**Problem.** Barium zirconate, BaZrO₃, is an insulating perovskite. Its band gap separates filled states made mostly of oxygen 2p orbitals from empty states made mostly of zirconium 4d orbitals. The table gives this gap for twelve density functionals, all applied to the same cubic cell with the atoms in the same places.

Plane-wave Kohn–Sham DFT with PAW datasets in ABINIT 10.8.3 for cubic BaZrO₃ (Pm-3m, fixed cell edge 4.191 Å), without spin polarisation or spin–orbit coupling. The density was computed on a 6 × 6 × 6 k mesh with Fermi–Dirac smearing of 0.05 eV, and the gaps are taken along the path Γ–X–M–Γ–R–X.

| functional | potentials | wave cutoff | gap on path (eV) | direct gap on path (eV) |
| --- | --- | --- | --- | --- |
| LDA | JTH-PAW-LDA-v2.0 | 625.862 eV | 3.085 | 3.302 |
| PBE | JTH-PAW-PBE-v2.0 | 625.862 eV | 3.196 | 3.416 |
| revPBE | JTH-PAW-PBE-v2.0 | 625.862 eV | 3.231 | 3.451 |
| RPBE | JTH-PAW-PBE-v2.0 | 625.862 eV | 3.245 | 3.465 |
| BLYP | JTH-PAW-PBE-v2.0 | 625.862 eV | 3.286 | 3.506 |
| r2SCAN | JTH-PAW-PBE-v2.0 | 761.919 eV | 3.714 | 3.951 |
| BP86 | JTH-PAW-PBE-v2.0 | 625.862 eV | 3.199 | 3.419 |
| HCTH407 | JTH-PAW-PBE-v2.0 | 625.862 eV | 3.320 | 3.554 |
| LDA-PZ | JTH-PAW-LDA-v2.0 | 625.862 eV | 3.083 | 3.299 |
| PW91 | JTH-PAW-PBE-v2.0 | 625.862 eV | 3.202 | 3.424 |
| WC | JTH-PAW-PBE-v2.0 | 625.862 eV | 3.127 | 3.347 |
| rPW86PBE | JTH-PAW-PBE-v2.0 | 625.862 eV | 3.262 | 3.478 |

"Gap on path" is the smallest energy difference between filled and empty states along the lines of the band structure, whatever their wave vectors. "Direct gap on path" is the smallest difference at one and the same wave vector. Two rows are local density approximations (LDA), which see only the density at each point. r2SCAN is a meta-GGA, which also sees the kinetic-energy density of the orbitals. The other nine rows are generalised gradient approximations (GGA), which see the density and its gradient.

### (a) Which row stands apart at first sight, and why are the others so alike?

**Solution.** r2SCAN stands apart. Its gap of 3.71 eV lies 0.39 eV above the next highest, while the other eleven rows together span only 0.24 eV. The direct gap makes nearly the same jump, so the break does not hang on one particular pair of wave vectors.

The eleven others share a feature that matters more than their names. In each of them the exchange–correlation potential is an ordinary function of position. An electron in an oxygen 2p state and one in a zirconium 4d state feel the same potential wherever their orbitals overlap. The gap can then change only because this common potential is reshaped, a little deeper here and a little shallower there, and the gradient corrections in this table reshape it gently.

The crowding of these eleven values is therefore no sign that they are right. The measured gap is roughly 5 eV, a rough recalled figure, which leaves PBE about 1.8 eV short. Spin–orbit coupling is left out of all rows, but it should be small beside such a deficit. Lattice vibrations are missing too, and they usually lower a measured gap, so including them would not close the distance.

### (b) Does another row break the pattern without showing it?

A bare list of gaps has no natural horizontal axis, so a modest outlier can hide in it. The same calculations also give the pressure in the fixed cell. A positive value means that the functional would let the crystal expand.

| Functional | Pressure (GPa) |
|---|---|
| LDA | −4.75 |
| LDA-PZ | −4.64 |
| WC | −0.73 |
| r2SCAN | 1.72 |
| PW91 | 3.86 |
| PBE | 4.40 |
| BP86 | 4.41 |
| HCTH407 | 5.61 |
| revPBE | 7.00 |
| RPBE | 7.97 |
| rPW86PBE | 9.03 |
| BLYP | 9.28 |

Use the pressure to build a smooth model of the gap, and find the rows that leave it.

**Solution.** The pressure can serve as a gauge of how strongly a functional rewards an uneven density. When a crystal expands, the density between the atoms thins out, and its gradient grows relative to the density itself. A functional that lowers the energy of such regions gains by expansion, and in a fixed cell this gain appears as an outward push. The pressure is not what opens the gap here, since the cell never changes. Both quantities respond to the same alteration of the functional.

That shared origin suggests a straight line. Write the energy as E = E₀ + λG, where E₀ is a reference functional, G a gradient correction and λ its strength.

1. To first order in λ, the pressure changes by −λ dG/dV, where V is the cell volume.
2. The correction adds to the potential a term proportional to λ. It shifts the lowest empty state and the highest filled state by different amounts, so the gap also changes in proportion to λ. The rearrangement of the density that follows is proportional to λ as well.
3. Eliminating λ leaves gap = a + bP, where P is the pressure and a and b are constants.

WC, PBE, revPBE and RPBE are the natural rows for finding a and b. They share the same correlation, the same atomic datasets and the same cutoff, and differ only in how strongly exchange responds to the gradient. A least-squares line through these four gives a = 3.137 eV and b = 0.01354 eV/GPa. The positive b comes from the table, as the argument above fixes the straight line but not its direction.

HCTH407, which took no part in the fit, serves as the worked case. At its pressure of 5.61 GPa the line gives 3.137 + 0.01354 × 5.61 = 3.213 eV. The calculated gap is 3.320 eV, so HCTH407 lies 0.107 eV too high. In the list of gaps it had merely looked like the upper end of the crowd.

For r2SCAN, also outside the fit, the line gives 3.160 eV, which leaves an excess of 0.55 eV. This verdict does not depend on the exact pressure. Even the highest pressure in the set, that of BLYP, would correspond to only 3.262 eV on the line, and r2SCAN would still stand 0.45 eV above it.

The other six rows outside the fit show how far the line can be trusted. rPW86PBE and BP86 fall within about 3 meV of it, and the worst case, BLYP, misses by 24 meV. The two LDA rows lie close to it as well, although they use other datasets. The HCTH407 break is thus more than four times the largest ordinary miss, and the r2SCAN break more than twenty times.

### (c) What causes the breaks, and what do they mean for someone choosing a functional?

**Solution.** The line holds as long as functionals differ mainly in one strength. A row can leave it in two ways. It may change the energy and the potential in another proportion than the PBE family does, or its potential may cease to be an ordinary function of position. HCTH407 is a case of the first kind. r2SCAN brings in the second, and may share the first.

**HCTH407.** This is still a GGA, but a very flexible one, with many coefficients adjusted to molecular data. Nothing in its form requires a given change of the energy to come with the same change of the potential as in the PBE family. The calculations let us look at the two sides separately, because the pressure reports on the energy, while the density settles according to the potential.

The two reports disagree. Fixed spheres around the atoms hold about 29 of the 40 electrons in the calculation, and the rest lies further out, partly in the outer reaches of the same atoms. Going from PBE to RPBE draws about 0.04 electron per cell into the spheres. Going from PBE to HCTH407 draws in about 0.22 electron, and every sphere gains. By its density HCTH407 looks like a far stronger gradient functional than RPBE, yet its pressure is lower than RPBE's. The gap is set by the potential, so it is no surprise that a line calibrated on the pressure puts it too low. A line calibrated on the charge in the oxygen spheres errs the other way and puts it 0.09 eV too high, so neither gauge alone places this row.

This explains why HCTH407 may leave the line, but not every meV of the excess. The row uses datasets made for PBE, and the error from that mismatch has not been tested. Several well-behaved rows carry the same kind of mismatch, which is reassuring but no measurement of its size here. The barium datasets used in all rows are also known to give results somewhat apart from those of other sets, which may affect the pressures and the barium charges.

BLYP shows the same kind of break on a small scale. It shares its exchange part with BP86, which sits near the line, so the difference must come from the correlation part. Exchanging that part raises the gap by 0.087 eV, of which the line accounts for 0.066 eV. The LYP correlation is not built on the uniform electron gas, as those of PBE and BP86 are, so it can change more than a gradient strength.

**r2SCAN.** Here the potential itself is of another kind. Because the energy depends on the kinetic-energy density, the equation for each orbital gains a term that acts on the slope of that orbital. An oxygen 2p state and a zirconium 4d state passing through the same point can now receive different corrections. The eleven other functionals lack this freedom.

Standard theory says why this tends to open a gap. The true gap compares removing an electron with adding one, and the exact ordinary potential jumps by a constant when an electron is added to an insulator. The band gap of a calculation with an ordinary potential leaves this jump out. With an orbital-dependent term, part of it can enter the band energies directly. The calculations show that r2SCAN breaks away, while this explanation of it rests on theory.

The density changes as well. Compared with PBE, the zirconium sphere loses 0.06 electron and each of the three oxygen spheres gains 0.06. This would suit a more ionic bond, but the oxygen spheres together gain about three times what zirconium loses, so much of their gain must come from outside the spheres. HCTH407 shows no such loss on zirconium. The shift of charge is a response to the whole functional, its ordinary part as well as the new term, so these data cannot divide the half eV between a changed density and a changed operator. Computing PBE bands on the r2SCAN density would be a way to separate them.

The exact size of this break needs some caution. It depends on the gauge: a line calibrated on the charge in the oxygen spheres leaves an excess of 0.19 eV, where the pressure line leaves 0.55 eV. The charge line is itself uncertain here, because r2SCAN lies far beyond the charges of the four rows that fix it. The r2SCAN run used a higher cutoff and PBE datasets, and it gave a warning about very low densities. One atomic contribution to its total energy also lies more than a thousand eV away from that of the other rows. Its total energy should therefore not be compared with theirs, and the effect of these irregularities on the gap is untested.

For practical work the lesson is to ask what kind of functional is being exchanged for what. Among the nine GGAs tested here, replacing one by another moves this gap by at most about 0.2 eV, small beside the deficit of PBE. For a further GGA the line offers a check: if the calculated gap lies far from the value that belongs to its pressure in this cell, either the functional differs from the PBE family in more than one strength, or something in the run, such as the datasets, deserves a closer look. Going to r2SCAN removes about half an eV of the deficit and leaves roughly 1.3 eV.

These differences hold for one fixed cell. If each functional is allowed to relax the crystal, LDA will shrink it and BLYP will expand it, and the gaps will then also contain the effect of volume. Anyone comparing gaps from relaxed structures should separate that effect first, or a break like that of HCTH407 may again go unseen.
